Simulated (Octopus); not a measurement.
C:

```
C
1.0
     2.12732   -1.22828    0.00000
     2.12732    1.22828    0.00000
    -1.37907    0.00000    3.50283
C
2
Direct
  0.16664 0.16664 0.99991
  0.83336 0.83336 0.00009
```

This is a stacking variant of graphite.

* Program: Octopus 16.4
* Task: single point
* Functional: PBEsol
* Potentials or basis: pseudodojo_pbesol (PseudoDojo 0.4, PBEsol)
* Grid spacing: 0.129 × 0.129 × 0.130 Å
* k mesh: 13 × 13 × 8
* Occupations: fermi-dirac, width 0.05 eV
* Spin: no spin polarisation

On this cell: largest force 0.005 eV/Å; band gap on the k mesh 0.92 eV, indirect (least direct gap 0.93 eV).

The same run follows on a disturbed copy (atoms moved at random, drawn with an rms of 0.05 Å):

```
C
1.0
     2.12732   -1.22828    0.00000
     2.12732    1.22828    0.00000
    -1.37907    0.00000    3.50283
C
2
Direct
  0.15153 0.18577 0.00207
  0.83768 0.84088 0.00652
```

Problem. What does the disturbed cell give?

Solution. The energy moves by +22.3 meV/atom; largest force 2.168 eV/Å; band gap on the k mesh 0.50 eV, direct.

Forces in eV/Å, atoms in the order of the input:
```
C    0.522 -2.089  0.251
C   -0.522  2.089 -0.251
```

Caveats: an odd mesh through Γ misses points on the zone boundary, where band edges often lie.
